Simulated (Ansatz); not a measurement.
TiSi2: band structure with RPBE

TiSi2:

```
Ti Si
1.0
     0.00000    4.11752    4.26290
     2.38951    0.00000    4.26290
     2.38951    4.11752    0.00000
Ti Si
2 4
Direct
  0.75000 0.75000 0.75000
  0.50000 0.50000 0.50000
  0.41257 0.08743 0.41257
  0.08743 0.41257 0.08743
  0.16257 0.83743 0.16257
  0.83743 0.16257 0.83743
```

The cell is a database's computed one.

```yaml
Program: Ansatz 0.2.0
Task: band structure
Functional: RPBE
Potentials_or_basis: Ansatz PAW
Cutoff: "420 eV (not typed: the program's choice for these potentials)"
k_mesh: 7 × 7 × 7
Occupations: fermi-dirac, width 0.05 eV
Spin: no spin polarisation
Path: "[[\"G\", \"Y\", \"T\", \"Z\", \"G\", \"X\", \"A1\", \"Y\"], [\"T\", \"X1\"], [\"X\", \"A\", \"Z\"], [\"L\", \"G\"]]"
Points_for_each_segment_of_the_path: 14
```

```yaml
Pressure: 4.7 GPa
Largest_force: 0.007 eV/Å
Band_gap_on_the_k_mesh: none (metal or under the smearing width)
```

Forces in eV/Å, atoms in the order of the input:
```
Ti   0.000  0.000  0.000
Ti   0.000  0.000  0.000
Si   0.000  0.007  0.000
Si   0.000 -0.007  0.000
Si   0.000  0.007  0.000
Si   0.000 -0.007  0.000
```

Stress tensor (GPa, compression positive):
```
4.96 0.00 0.00
0.00 3.17 0.00
0.00 0.00 5.93
```

Levels at the corners of the path, in eV from the Fermi level:
```tsv
point	band 17	band 18	band 19	band 20	band 21	band 22	band 23	band 24
Γ	-2.28	-2.09	-1.80	-1.37	-0.93	2.09	3.15	3.39
Y	-2.35	-2.35	-0.87	-0.87	1.29	1.29	3.33	3.33
T	-1.12	-1.12	-0.66	-0.66	0.85	0.85	2.30	2.30
Z	-1.59	-1.59	-0.97	-0.97	0.75	0.75	3.23	3.23
Γ	-2.28	-2.09	-1.80	-1.37	-0.93	2.09	3.15	3.39
X	-1.36	-0.40	0.06	0.14	0.74	0.94	1.79	2.55
A1	-1.69	-1.69	-1.40	-1.40	1.42	1.42	2.17	2.17
Y	-2.35	-2.35	-0.87	-0.87	1.29	1.29	3.33	3.33
T	-1.12	-1.12	-0.66	-0.66	0.85	0.85	2.30	2.30
X1	-1.36	-0.40	0.06	0.14	0.74	0.94	1.79	2.55
X	-1.36	-0.40	0.06	0.14	0.74	0.94	1.79	2.55
A	-1.69	-1.69	-1.40	-1.40	1.42	1.42	2.17	2.17
Z	-1.59	-1.59	-0.97	-0.97	0.75	0.75	3.23	3.23
L	-1.94	-1.05	-0.02	0.16	0.99	1.39	1.69	2.27
Γ	-2.28	-2.09	-1.80	-1.37	-0.93	2.09	3.15	3.39
```

Run time: 14 s on 2 threads of Arm Neoverse V2 (shared host), peak memory 0.47 GiB.

Caveat: the PAW data sets come from PBE, with cores solved anew for the run's functional, which leaves a small shift of forces and pressure.
